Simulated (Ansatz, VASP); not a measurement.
This is a calculation of CdF2 for VASP 6.6.1.

The input INCAR:

```
SYSTEM = CdF2
PREC     = Accurate       ! precision mode
ENCUT    = 520            ! plane-wave cutoff, eV
EDIFF    = 1E-6           ! SCF threshold, eV
ISMEAR   = 0              ! smearing method
SIGMA    = 0.016          ! smearing width, eV
LREAL    = .False.        ! projectors in reciprocal space
LASPH    = .True.         ! aspherical terms in the spheres
NELM     = 80             ! most SCF steps
ALGO     = Normal         ! electronic algorithm
ISIF     = 2              ! what is computed and relaxed
LWAVE    = .False.        ! write WAVECAR
LCHARG   = .True.         ! write CHGCAR
GGA      = PE             ! functional
LELF     = .True.         ! ELF
LVHAR    = .True.       
NBANDS   = 20             ! bands
```

File KPOINTS:

```
regular mesh
0
Gamma
  9 9 9
  0 0 0
```

POSCAR

```
CdF2
1.0
    0.0000000000      2.6940000000      2.6940000000
    2.6940000000      0.0000000000      2.6940000000
    2.6940000000      2.6940000000      0.0000000000
Cd F
1 2
Direct
    0.0000000000      0.0000000000      0.0000000000
    0.7500000000      0.7500000000      0.7500000000
    0.2500000000      0.2500000000      0.2500000000
```

Potentials or basis: VASP PAW PBE potentials, release 64 (Cd, F).

Command:

```bash
$ cat potpaw_PBE.64/Cd/POTCAR potpaw_PBE.64/F/POTCAR > POTCAR
$ mpirun -np 1 vasp_std > vasp.out
```

Q: Set up the same calculation for Ansatz 0.2.0. Potentials there: Ansatz PAW.

A: As run (the cutoff follows the program's own potentials):

File input.yaml:

```yaml
crystal:
  lattice:
    - [0.0, 2.694, 2.694]
    - [2.694, 0.0, 2.694]
    - [2.694, 2.694, 0.0]
  atoms:
    - { symbol: Cd, position: [0.0, 0.0, 0.0] }
    - { symbol: F, position: [0.75, 0.75, 0.75] }
    - { symbol: F, position: [0.25, 0.25, 0.25] }
hamiltonian:
  xc: pbe
  pseudopotentials: { kind: paw }
kpoints:
  mp_grid: { grid: [9, 9, 9] }
scf:
  occupations: { method: gaussian, width: 0.016 }
output:
  forces: true
  stress: true
  eigenvalues: true
```

Potentials or basis: Ansatz PAW.

Run with:

```bash
$ ansatz run input.yaml --threads 2 --pin off --max-ram 5632MiB --backend cpu --events-out ev --progress --plain --runs-dir out
```

Both were run:

|  | VASP | Ansatz | Ansatz less VASP |
| --- | --- | --- | --- |
| gap on the k mesh at the Fermi level (eV) | 3.10 | 3.13 | +0.033 |
| least direct gap on the mesh (eV) | 3.57 | 3.60 | +0.031 |
| pressure (GPa) | 6.2 | 5.5 | -0.75 |

The two sets of potentials don't hold the same shells in valence.

Caveats: an odd mesh through Γ misses points on the zone boundary, where band edges often lie (VASP); odd divisions of the mesh miss points on the zone boundary, where band edges often lie, so the gap on the mesh can be too wide (Ansatz); the pressure holds a Pulay correction of +0.7 GPa for the finite cutoff (Ansatz).
